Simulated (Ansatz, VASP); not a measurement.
# CaH4 in VASP and in Ansatz

```
Ca H
1.0
     4.16798    0.00000    0.00000
     0.00000    4.16798    0.00000
     0.00000    0.00000    4.16798
Ca H
1 4
Direct
  0.00000 0.00000 0.00000
  0.50000 0.00000 0.00000
  0.00000 0.50000 0.00000
  0.00000 0.00000 0.50000
  0.50000 0.50000 0.50000
```

The cell was built by a generator and needn't be a form met in nature.

Alike in both runs: task relaxation of cell and atoms; functional PBE; k mesh 5 × 5 × 5; occupations fermi-dirac, width 0.05 eV; no spin polarisation.

```csv
,VASP,Ansatz
version,VASP 6.6.1,Ansatz 0.2.0
potentials or method,"VASP PAW PBE potentials, release 64 (Ca_sv, H)",Ansatz PAW
plane-wave cutoff (eV),600,420
valence electrons in the cell,14,14
```

```tsv
	VASP	Ansatz	Ansatz less VASP
gap on the k mesh at the Fermi level, each at its own relaxed structure (eV)	none	none	-
relaxed volume (Å³/atom)	14.61	14.56	-0.058
relaxed cell length with the largest relative difference (Å)	4.181	4.175	-0.0055
```

A gap of «none» marks a metal or a gap that the smearing closes.

Caveats: the plane-wave basis is chosen anew once the cell has moved, so the energies of steps on either side of that aren't comparable (Ansatz).
